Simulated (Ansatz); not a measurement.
# Compressing MoSi2: a fit and a missing row

MoSi2, P6_222, a = 4.613 Å, c = 6.609 Å. This isn't the usual stable structure of the compound. Ansatz: PBE, PAW, 420 eV, Γ-centred 12×12×6 mesh on 9 atoms, Gaussian smearing 0.01 eV; no spin polarisation. Shape and atoms are relaxed at each volume; pressure is positive in compression.

| V (Å³/atom) | P (GPa) |
| --- | --- |
| 11.910 | ? |
| 12.316 | 23.99 |
| 12.722 | 14.66 |
| 13.128 | 6.74 |
| 13.534 | 0.01 |
| 13.940 | -5.70 |
| 14.346 | -10.52 |
| 14.887 | -15.79 |

Take V0 = 13.534 Å³/atom, count pressures from its P0 = 0.01 GPa, fit the third-order Birch–Murnaghan form to the other rows, and predict the missing pressure.

With the Eulerian strain f = ½[(V0/V)^(2/3) − 1] and y = (P − P0)/[3f(1 + 2f)^(5/2)], the form is the line y = B0 + 1.5 B0 (B0′ − 4) f. Rows (f, y): 0.03244, 210.6; 0.02106, 209.2; 0.01026, 207.8; -0.00976, 204.9; -0.01905, 203.0; -0.03077, 200.6. Means f = 0.0006967, y = 206.02; Σ(Δf)² = 0.003003, ΣΔfΔy = 0.4691; the slope is their ratio. y = 205.9 + 156.2 f GPa, so B0 = 205.9 GPa and B0′ = 4 + 2 × (156.2)/(3 × 205.9) = 4.51. At V = 11.910, f = 0.04448, y = 212.85 and P = 35.16 GPa. The run gave 34.99 GPa, so the fit is 0.17 GPa too high, a small miss on the scale of the series. Note that the gap is closed there and open in the run one row down.

Where the gap has closed, the smearing of 0.02 eV or less is narrow for a metal on this mesh.

Cost: 8 runs of about 17 core-minutes in all, on Arm Neoverse V2 (shared hosts).